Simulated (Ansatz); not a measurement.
**WC (Fm-3m), an elastic constant from a strain scan**

These are results of Ansatz 0.2.0, DFT PBE, scalar-relativistic, plane waves, PAW, not measurements. Cutoff 420 eV, Γ-centred 24×24×24 k-points, Gaussian smearing of 0.15 eV. Spin–orbit coupling is left out, which can shift energies with elements as heavy as these. No spin polarisation. Energies are free energies at this smearing, counted from the undisturbed cell; pressure is positive in compression.

The undisturbed cell (relaxed at this level; this rock-salt form isn't the usual structure):

```
W C
1.0
     0.00000    2.19001    2.19001
     2.19001    0.00000    2.19001
     2.19001    2.19001    0.00000
W C
1 1
Direct
  0.00000 0.00000 0.00000
  0.50000 0.50000 0.50000
```

The cell is strained by ε times the Voigt pattern (1, 0, 0, 0, 0, 0) (xx, yy, zz, yz, xz, xy; engineering shear) with fractional coordinates fixed. The cell holds 2 atoms in V0 = 21.01 Å³. The stress column is τ = (1/V0) dE/dε, got from the stress tensor σ (compression positive) at each point as −det(1 + εP) σ : P(1 + εP)⁻¹, with P the pattern as a tensor.

```
      ε  ΔE (meV/atom)  τ (GPa)
-0.0400         45.835  -37.982
-0.0300         24.690  -26.730
-0.0200         10.517  -16.702
 0.0000          0.000   -0.009
 0.0100          2.323    6.939
 0.0300         19.217   18.286
 0.0400              ?        ?
```

**Question.** Which combination of elastic constants does this scan measure, and how large is it?

**Answer.** For small ε, τ = τ0 + Kε with K = pᵀCp, which for this pattern is C11 in the cubic axes. The parabola through τ at ε = -0.0200, 0 and 0.0100 has slope K = 741 GPa at zero. The energies per cell, E = NΔE, of the same two points give K = 2[E(ε₊)/ε₊ − E(ε₋)/ε₋]/[(ε₊ − ε₋)V0] = 771 GPa, in agreement.

**Question.** Predict the withheld row at ε = 0.0400 from the harmonic law, and compare.

**Answer.** ΔE = V0(τ0 ε + Kε²/2)/N = 38.863 meV/atom and τ = 29.65 GPa. The calculation gives 32.727 meV/atom and 22.82 GPa: the energy lies 16 % below the harmonic value, as bonds soften when stretched.

In a metal these slopes depend on the k mesh and the smearing.

Cost: 7 runs of about 2.6 core-minutes in all, on Arm Neoverse V1 (shared hosts).